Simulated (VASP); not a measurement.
# BaS (Fm-3m) in VASP: notebook, part 2 of 2

VASP 6.6.1. Earlier steps stand in the parts before.

### 3 RPA correlation energy, PBE

The input, POSCAR:

```
BaS
1.0
    0.0000000000      3.1937500000      3.1937500000
    3.1937500000      0.0000000000      3.1937500000
    3.1937500000      3.1937500000      0.0000000000
Ba S
1 1
Direct
    0.0000000000      0.0000000000      0.0000000000
    0.5000000000      0.5000000000      0.5000000000
```

The input, INCAR.step1:

```
ALGO = Fast
EDIFF = 1E-8
ENCUT = 400
GGA = PE
ISMEAR = 0
LASPH = T
LCHARG = F
LREAL = F
LWAVE = T
NELM = 100
PREC = Accurate
SIGMA = 0.05
```

The input, INCAR.step2:

```
AEXX = 1.0
AGGAC = 0.0
ALDAC = 0.0
ALGO = EIGENVAL
EDIFF = 1E-8
ENCUT = 400
GGA = PE
ISMEAR = 0
ISTART = 1
LASPH = T
LCHARG = F
LHFCALC = T
LREAL = F
LWAVE = F
NELM = 1
PREC = Accurate
PRECFOCK = Fast
SIGMA = 0.05
```

The input, INCAR.step3:

```
ALGO = Exact
EDIFF = 1E-8
ENCUT = 400
GGA = PE
ISMEAR = 0
ISTART = 1
LASPH = T
LCHARG = F
LOPTICS = T
LREAL = F
LWAVE = T
NBANDS = 1243
NELM = 1
PREC = Accurate
SIGMA = 0.05
```

The input, INCAR.step4:

```
ALGO = ACFDT
EDIFF = 1E-8
ENCUT = 400
ENCUTGW = 250
GGA = PE
ISMEAR = 0
ISTART = 1
LASPH = T
LCHARG = F
LREAL = F
LWAVE = F
NBANDS = 1243
NELM = 100
NOMEGA = 8
PREC = Accurate
PRECFOCK = Fast
SIGMA = 0.05
```

The input, KPOINTS:

```
k-points
0
Gamma
  3 3 3
```

Potentials or basis: VASP PAW PBE potentials, release 64 (Ba_sv_GW, S_GW).

Started as:

```console
> cat potpaw_PBE.64/Ba_sv_GW/POTCAR potpaw_PBE.64/S_GW/POTCAR > POTCAR
> cp INCAR.step1 INCAR
> mpirun -np 1 vasp_std > vasp.out
> cp INCAR.step2 INCAR
> mpirun -np 1 vasp_std > vasp.out
> cp INCAR.step3 INCAR
> mpirun -np 1 vasp_std > vasp.out
> cp INCAR.step4 INCAR
> mpirun -np 1 vasp_std > vasp.out
```

OUTCAR:

```text
EDIFF = 1E-8
   ENCUT = 400
   ENCUTGW = 250
   GGA = PE
   ISMEAR = 0
   ISTART = 1
   LASPH = T
   LREAL = F
   NELM = 100
   PREC = Accurate
   PRECFOCK = Fast

 ion  position               nearest neighbor table
   1  0.000  0.000  0.000-
   2  0.500  0.500  0.500-

  LATTYP: Found a face centered cubic cell.
 ALAT       =     6.3875000000

  Lattice vectors:

 A1 = (   0.0000000000,   3.1937500000,   3.1937500000)
 A2 = (   3.1937500000,   0.0000000000,   3.1937500000)
 A3 = (   3.1937500000,   3.1937500000,   0.0000000000)

Analysis of symmetry for initial positions (statically):
[... 134 lines left out ...]
   NKREDY  =     1    reduce k-point grid by
   NKREDZ  =     1    reduce k-point grid by
   AEXX    =    1.0000 exact exchange contribution
   HFSCREEN=    0.0000 screening length (either q_TF or 0.3 A-1)
   HFSCREENC=   0.0000 screening length for correlation (either q_TF or 0.3 A-1)
   ENCUTFOCK=  -1.0 apply spherical cutoff to Coloumb kernel
   IVDW    =     0    specifies the selected vdW correction
   LEPSILON=     F    determine dielectric tensor
   LRPA    =     F    only Hartree local field effects (RPA)
   LRPAFORCE           =     F    calculate RPA forces
   ENCUTGW             = 250.0    cutoff for response function in eV
   ENCUTGWSOFT         = 200.0    soft cutoff for Coulomb kernel in GW response function in eV
   ENCUTLF             =  -1.0    cutoff for local field effects
   NELMGW              =     1    number of iterations in solving QP/BSE equation
   NELMHF              =     1    number of iterations in the inner HF iteration
   NKREDLFX            =     1    NKREDLFY  =   1   NKREDLFZ  =   1
 non-spin polarized calculation
 Gauss-broadening in eV      SIGMA  =   0.05
  energy-cutoff  :      400.00
  volume of cell :       65.15
 maximum number of plane-waves:      1243
 NGX is ok and might be reduce to    30
  NGX = 18; NGY = 18; NGZ = 18
   NGX = 15   NGY = 15   NGZ = 15
 maximum number of plane-waves:       589

      cutoff energy     smooth cutoff   RPA   correlation   Hartree contr. to MP2
---------------------------------------------------------------------------------
            250.000           200.000      -21.6589550321      -31.3309592386
            238.095           190.476      -21.5530942666      -31.2176772820
            226.757           181.406      -21.4395823000      -31.0957781868
            215.959           172.768      -21.3173407971      -30.9639922001
            205.676           164.541      -21.1882057551      -30.8241169703
            195.882           156.705      -21.0490459939      -30.6725826047
            186.554           149.243      -20.8999101071      -30.5093639426
            177.670           142.136      -20.7424806272      -30.3361258521
  linear regression
  converged value                          -23.0269642246      -32.8179393492
```

Run time: 17 min. Hardware: 1 thread of Intel Xeon Platinum 8559C (Emerald Rapids), shared host; peak memory 0.88 GiB.

Results:

| Item | Value |
| --- | --- |
| Band gap on the k mesh, mean-field level | 2.50 eV, indirect (least direct gap 2.64 eV) |
| RPA correlation energy | -11.513 eV/atom |
| RPA total energy per cell | -43.822 eV |
| RPA correlation energy per cell | -23.027 eV |

Caveat: the k mesh is coarse (spacing up to 0.57 Å⁻¹), so the values aren't converged; spin-orbit coupling is left out, which moves the levels of the heavy elements; an odd mesh through Γ misses points on the zone boundary, where band edges often lie.

### 4 Comparison with measurements

Step 2. A measured gap of BaS is 3.806 eV (indirect; 2 K; a printed reference work, monograph, original work of 1988); the calculated 2.44 eV misses it by -1.36 eV. Spin-orbit coupling on Ba is left out. The value is that of rSCAN, without temperature or zero-point motion.
